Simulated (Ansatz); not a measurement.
# TiO2 (P4_2/mnm) in Ansatz: settings compared

The runs below take TiO2 through band structure, single point, equation of state, with r2SCAN+U, PBE.

All numbers are computed with Ansatz 0.2.0; they aren't measurements. Logs are shortened: lines on timing, memory, paths and dates and some standing lists are left out, and cuts for length are marked.

**The experiment to reproduce.**

From “Shallow Valence Band of Rutile GeO2 and P-type Doping”, 2020, arxiv:2011.08928, for a bulk crystal of TiO2 at 1.6 K: band gap 3.03 eV (direct).

The results are compared with them further down.

## (1) The crystal as given

The structure is tetragonal, space group P4_2/mnm (No. 136). The conventional cell has a = 4.600 Å, b = 4.600 Å, c = 2.959 Å, α = 90.00°, β = 90.00°, γ = 90.00°. Ti (site symmetry mmm) is surrounded by 6 O at 1.95 to 1.98 Å. Around O (site symmetry m2m) lie 3 Ti at 1.95 to 1.98 Å.

The cell is a database's computed one.

## (2) Band structure, r2SCAN+U

Input file input.yaml:

```yaml
crystal:
  lattice:
    - [4.5998373239, 0.0, 0.0]
    - [0.0, 4.5998373239, 0.0]
    - [0.0, 0.0, 2.95921356]
  atoms:
    - { symbol: Ti, position: [0.0, 0.0, 0.5] }
    - { symbol: Ti, position: [0.5, 0.5, 0.0] }
    - { symbol: O, position: [0.30432132, 0.30432132, 0.5] }
    - { symbol: O, position: [0.19567868, 0.80432132, 0.0] }
    - { symbol: O, position: [0.80432132, 0.19567868, 0.0] }
    - { symbol: O, position: [0.69567868, 0.69567868, 0.5] }
hamiltonian:
  xc: r2scan
  pseudopotentials: { kind: paw }
  hubbard: { sites: [{ species: Ti, l: d, u_eff: 6.0 }] }
kpoints:
  mp_grid: { grid: [6, 6, 9] }
  band_path:
    path:
      - [[0.0, 0.0, 0.0], [0.0, 0.5, 0.0], [0.5, 0.5, 0.0], [0.0, 0.0, 0.0], [0.0, 0.0, 0.5], [0.0, 0.5, 0.5], [0.5, 0.5, 0.5], [0.0, 0.0, 0.5]]
      - [[0.0, 0.5, 0.0], [0.0, 0.5, 0.5]]
      - [[0.5, 0.5, 0.0], [0.5, 0.5, 0.5]]
    npoints: 14
scf:
  occupations: { method: fermi_dirac, width: 0.05 }
  n_extra_bands: 15
output:
  forces: true
  stress: true
  eigenvalues: true
  fatbands: false
```

Potentials or basis: Ansatz PAW.

The run is started by

```sh
$ ansatz run input.yaml --threads 2 --pin off --max-ram 5120MiB --backend cpu --events-out ev --progress --plain --runs-dir out
```

Output:

```text
Warning: RAYON_NUM_THREADS=2 ignored (pool sized by the plan → 2); use --threads N
Ti: projections on atomic orbitals take those of the free atom [Ne] 3s2 3p6 3d2 4s2, of charge +0.00 (hamiltonian.pseudopotentials.projection_atoms); the dataset's partial waves leave at most 4.1e-7 of an orbital's norm unspanned inside its sphere
O: projections on atomic orbitals take those of the free atom [He] 2s2 2p4, of charge +0.00 (hamiltonian.pseudopotentials.projection_atoms); the dataset's partial waves leave at most 1.9e-8 of an orbital's norm unspanned inside its sphere
scf.n_extra_bands = 15 over 24 filled bands (N_el = 48.0): the run solves 39 bands
Engine: ansatz 0.2.0, aarch64-unknown-linux-gnu
Pseudopotentials: kind: paw
Pseudopotential: Ti, paw, valence charge 12, recommended cutoff 500 eV (meta_gga), Ti.paw.azcp
Pseudopotential: O, paw, valence charge 6, recommended cutoff 500 eV (meta_gga), O.paw.azcp
Functional definition: r2SCAN
  parameter k0 = 0.174
  parameter k1 = 0.065
  parameter a1 = 4.9479
  exchange = r2scan_x(k0 = k0, k1 = k1, a1 = a1)
  correlation = r2scan_c
Crystal: 6 atoms, lattice volume = 62.613 Å³
Basis set: ecut = 500 eV, 1559 PW (Γ), exchange–correlation on 144×144×96 points (64 copies of the dense FFT grid, shifted against one another)
Bands: 39, of which v1, the nominal top of the filled ones, is band 24 counted from 1 (23 counted from 0)
Symmetry: 16 space group operations
Space group: P42/mnm (ITA 136), of the structure as read, at distance tolerance 4.0e-5 Å
k-points: 50 of 324
Non-local potential: Ti, projectors of the file, l = 0: 3, l = 1: 2, l = 2: 3, l = 3: 1
Non-local potential: O, projectors of the file, l = 0: 2, l = 1: 2, l = 2: 1
PAW form: soft (Blöchl's): semilocal exchange-correlation on the pseudo side does not see the compensation charge
PAW frozen core: Ti, regenerated for the run's functional (the file was generated under x = pbe(κ = 0.804, μ = 0.2195149727645171), c = pbe(β = 0.06672455060314922))
PAW frozen core: O, regenerated for the run's functional (the file was generated under x = pbe(κ = 0.804, μ = 0.2195149727645171), c = pbe(β = 0.06672455060314922))
PAW one-centre angular grid: Ti, 590 points (default); XC on 160 Gauss nodes
PAW one-centre angular grid: O, 302 points (default); XC on 160 Gauss nodes
Initial density: superposition of atomic densities (chi_scale 0.1, normalization cell, long waves of neutral atoms under a Hubbard term (reshape's long-wave potential 0.00 eV rms, cloud 2.26 Å wide))
Initial wavefunctions: pseudopotential atomic-orbital guess
Functional: x = r2scan, c = r2scan; τ floored in thin density (d = 2e-4 eV/Å³)
SCF iter   1: F=—  HF=-7284.210002 eV  |F-HF|=—  |Δ(HF+E_count)|=         —  Δρ=1.23e-1  dr2=1.01e1  dr2_τ=1.30e0  ethr=3.10e-3  ⟨swp⟩=5.8  Hψ=7480  notcnv=0  defer=21
preconditioner: auto → Resta (q_TF=auto, 2.610 Å⁻¹)  ε∞=3.8  [insulator: Δε(μ)=4.508 eV  Ē_g=15.825 eV  σ=0.050 eV  W_gap=1.00  n_scr=18 (ndim 8)  ℏωp=26.5 eV  f_vac=0.000  D(μ)=0.00/eV (n_scr^D=0)  ε∞_Penn≈3.8]
SCF iter   2: F=—  HF=-7282.877645 eV  |F-HF|=—  |Δ(HF+E_count)|=    1.33e0  Δρ=5.56e-2  dr2=8.14e-1  dr2_τ=5.04e-1  ethr=3.10e-3  ⟨swp⟩=3.0  Hψ=4034  notcnv=0  defer=408
SCF iter   3: F=—  HF=-7283.041222 eV  |F-HF|=—  |Δ(HF+E_count)|=   1.64e-1  Δρ=2.71e-2  dr2=2.44e-1  dr2_τ=2.08e-2  ethr=1.70e-3  ⟨swp⟩=2.0  Hψ=2439  notcnv=0  defer=408
SCF iter   4: F=—  HF=-7283.179700 eV  |F-HF|=—  |Δ(HF+E_count)|=   1.38e-1  Δρ=6.57e-3  dr2=1.94e-2  dr2_τ=1.94e-3  ethr=5.09e-4  ⟨swp⟩=2.8  Hψ=2706  notcnv=0  defer=408
SCF iter   5: F=—  HF=-7283.182336 eV  |F-HF|=—  |Δ(HF+E_count)|=   2.64e-3  Δρ=1.20e-3  dr2=6.20e-4  dr2_τ=6.22e-5  ethr=4.04e-5  ⟨swp⟩=2.8  Hψ=3214  notcnv=0  defer=403
SCF iter   6: F=—  HF=-7283.182513 eV  |F-HF|=—  |Δ(HF+E_count)|=   1.78e-4  Δρ=5.23e-4  dr2=1.75e-4  dr2_τ=1.25e-5  ethr=1.29e-6  ⟨swp⟩=2.4  Hψ=2473  notcnv=0  defer=403
SCF iter   7: F=—  HF=-7283.182493 eV  |F-HF|=—  |Δ(HF+E_count)|=   2.09e-5  Δρ=9.71e-5  dr2=5.44e-6  dr2_τ=1.16e-7  ethr=3.65e-7  ⟨swp⟩=2.4  Hψ=2159  notcnv=0  defer=403
SCF iter   8: F=—  HF=-7283.182493 eV  |F-HF|=—  |Δ(HF+E_count)|=   6.36e-7  Δρ=1.82e-5  dr2=2.94e-7  dr2_τ=2.64e-8  ethr=1.13e-8  ⟨swp⟩=2.4  Hψ=2868  notcnv=0  defer=403
SCF iter   9: F=-7283.182493 eV  HF=-7283.182493 eV  |F-HF|=5.29e-10  |Δ(HF+E_count)|=   3.25e-8  Δρ=2.75e-6  dr2=4.67e-9  dr2_τ=9.15e-10  ethr=2.08e-10  ⟨swp⟩=9.8  Hψ=8870  notcnv=0
SCF 1 converged in 9 iterations: F = -7283.182493 eV  dr2 = 4.67e-9
NSCF: frozen V_eff on 129 k-points
SCF converged after 9 iterations
Free energy (F): -7283.182493 eV
Harris-Foulkes:  -7283.182493 eV  (|F-HF|=5.29e-10)
Internal energy: -7283.182493 eV  (E = F + TS)
E sigma→0 (E₀):  -7283.182493 eV
Fermi energy:    10.752410 eV
--- Per-component energies (eV) ---
  E_band       = -444.451816
  E_kinetic    = 1252.067611
  E_local      = -3070.075692  (includes V_loc(G=0)·N_el)
  E_nonlocal   = 187.649428
  E_hartree    = 1161.748750
  E_xc         = -484.333707
  E_vxc        = -694.980321  (∫ρ·V_xc dr)
  E_hubbard    = 8.843215  (on-site DFT+U / exact-exchange correction)
  E_vhub       = 6.200614  (the Hubbard potential's part of the band-sum identity)
  E_paw        = -2745.357015  (= ΣΔE_a)
  E_vpaw       = -494.363345  (= ΣTr[D̂ρ^β])
  E_aug_tail   = 0.004809  (compensation charges beyond the density's cutoff)
  E_vtau       = 45.548051  (kinetic-family band-sum trace: ∫τ·v_τ [+ j·A + Jᵃ·Aᵃ] dr)
  E_ewald      = -3593.095214
  E_core_change = -0.634678  (= ΣΔE_core)
  E_smearing   = -0.000000  (= −TS)
  E_closure    = -0.000000  (closes the sum)
  Σ components = -7283.182493   (vs F -7283.182493, Δ=0.00e0)
--- Forces (eV/Å), atoms counted from 1 ---
  atom   1  Ti     0.00000000    -0.00000000     0.00000000
  atom   2  Ti    -0.00000000     0.00000000     0.00000000
  atom   3  O      0.03534050     0.03534050     0.00000000
  atom   4  O     -0.03534050     0.03534050     0.00000000
  atom   5  O      0.03534050    -0.03534050     0.00000000
  atom   6  O     -0.03534050    -0.03534050     0.00000000
  max |Σ_I F_I| component: 0.00e0 eV/Å
--- Stress (GPa, compression-positive) ---
        2.853616       0.000000       0.000000
        0.000000       2.853616       0.000000
        0.000000       0.000000       9.388768
  P = ⅓ Tr σ = 5.0320 GPa (50.320 kbar)
--- Band table (eV; the first three rows and the last of 50) ---
  k-point 0: bands = ["-51.4906", "-51.4713", "-26.6491", "-26.6491", "-26.4982", "-26.4982", "-26.4447", "-26.4130", "-10.1262", "-8.7585", "-8.2131", "-8.2131", "3.4121", "3.8795", "4.6489", "5.2994", "5.2994", "6.4462", "6.4462", "7.0199", "8.3950", "8.7098", "8.7098", "9.2898", "12.3665", "12.4856", "12.8827", "12.8827", "12.8892", "13.7982", "14.3822", "15.9686", "15.9686", "17.0699", "17.5064", "21.2788", "21.2788", "24.6199", "24.9882"]
  k-point 1: bands = ["-51.4865", "-51.4691", "-26.6358", "-26.6358", "-26.4961", "-26.4961", "-26.4916", "-26.4635", "-10.0004", "-8.6964", "-8.2534", "-8.2534", "3.5669", "3.9941", "4.7820", "5.1422", "5.1422", "6.6722", "6.7289", "6.7289", "7.9307", "8.5116", "8.5116", "9.2017", "12.5579", "12.6270", "12.8324", "12.9705", "12.9705", "14.0138", "14.3166", "15.7629", "15.7629", "16.8749", "17.8986", "21.7990", "21.7990", "24.6195", "24.9440"]
  k-point 2: bands = ["-51.4742", "-51.4620", "-26.6098", "-26.6016", "-26.6016", "-26.5907", "-26.4916", "-26.4916", "-9.6595", "-8.5547", "-8.3600", "-8.3600", "3.9821", "4.2760", "5.0147", "5.0147", "5.1726", "5.9126", "6.9611", "7.1856", "7.1856", "7.9712", "7.9712", "8.8874", "12.7276", "12.7539", "13.1400", "13.2222", "13.2222", "14.1225", "14.4583", "15.4145", "15.4145", "16.3088", "18.9270", "22.9971", "22.9971", "24.6207", "24.6468"]
  k-point 49: bands = ["-51.4444", "-51.4444", "-26.8283", "-26.8283", "-26.5272", "-26.5272", "-26.4968", "-26.4968", "-8.6533", "-8.6533", "-8.5190", "-8.5190", "4.3734", "4.3734", "4.5825", "4.5825", "5.5822", "5.5822", "6.3152", "6.3152", "8.0001", "8.0001", "8.4688", "8.4688", "13.0515", "13.0515", "13.2879", "13.2879", "13.6751", "13.6751", "15.1698", "15.1698", "15.3112", "15.3112", "21.3933", "21.3933", "23.9184", "23.9184", "24.8250"]
Occupation matrices written to <dir>
```

It took 14 s on 2 threads of Arm Neoverse V2, shared host; peak memory 0.67 GiB.

What came out:

```
Free energy             : -7283.1825 eV
Pressure                : 5.0 GPa
Largest force           : 0.050 eV/Å
Band gap on the k mesh  : 2.98 eV, indirect (least direct gap 3.08 eV)
Band gap along the path : 2.98 eV, indirect (least direct gap 3.08 eV)
```

Forces on the atoms (eV/Å):
```
Ti   0.000  0.000  0.000
Ti   0.000  0.000  0.000
O    0.035  0.035  0.000
O   -0.035  0.035  0.000
O    0.035 -0.035  0.000
O   -0.035 -0.035  0.000
```

Levels at the corners of the path, in eV from the valence-band top:
```tsv
point	band 22	band 23	band 24	band 25	band 26	band 27
Γ	-0.58	-0.58	0.00	3.08	3.20	3.59
X	-1.76	-0.82	-0.82	3.61	3.61	4.11
M	-1.55	-1.28	-1.28	2.98	2.98	3.61
Γ	-0.58	-0.58	0.00	3.08	3.20	3.59
Z	-2.26	-1.55	-1.55	3.96	3.96	4.35
R	-1.96	-1.17	-1.17	3.15	3.15	4.32
A	-1.26	-0.78	-0.78	3.73	3.73	4.02
Z	-2.26	-1.55	-1.55	3.96	3.96	4.35
X	-1.76	-0.82	-0.82	3.61	3.61	4.11
R	-1.96	-1.17	-1.17	3.15	3.15	4.32
M	-1.55	-1.28	-1.28	2.98	2.98	3.61
A	-1.26	-0.78	-0.78	3.73	3.73	4.02
```

Eigenvalues of the final occupation matrices:
```tsv
site	spin	trace	eigenvalues
site 1	1	0.96	0.10 0.13 0.13 0.28 0.31
site 2	1	0.96	0.10 0.13 0.13 0.28 0.31
```

Caveat: the PAW data sets come from PBE, with cores solved anew for the run's functional, which leaves a small shift of forces and pressure.

(Part 1 of 2 ends here.)
